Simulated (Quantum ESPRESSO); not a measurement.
Crystal: BN.

```
N B
1.0
     0.00000    1.81300    1.81300
     1.81300    0.00000    1.81300
     1.81300    1.81300    0.00000
N B
1 1
Direct
  0.25000 0.25000 0.25000
  0.00000 0.00000 0.00000
```

The cell is a database's computed one.

Base run:

- Program: Quantum ESPRESSO 7.5
- Functional: revTPSS
- Potentials or basis: SG15 PBE 1.2
- Cutoff: 1197 eV
- Density cutoff: 4789 eV
- k mesh: 10 × 10 × 10
- Occupations: fermi-dirac, width 0.05 eV
- Spin: no spin polarisation

Its results: band gap on the k mesh 4.44 eV, indirect (least direct gap 9.14 eV); pressure -2.0 GPa.

Question: After a change of settings the same cell gave: band gap on the k mesh 4.58 eV, indirect (least direct gap 9.19 eV); pressure -0.9 GPa. Which change was it?
A. functional from revTPSS to r2SCAN
B. functional from revTPSS to TPSS
C. functional from revTPSS to SCAN
D. functional from revTPSS to rev-vdW-DF2; k mesh from 10 × 10 × 10 to 13 × 13 × 13

Answer: B.

Caveats: the potentials were made for another functional, which shifts forces and pressure.

Runs at the PBE level aren't shown here.
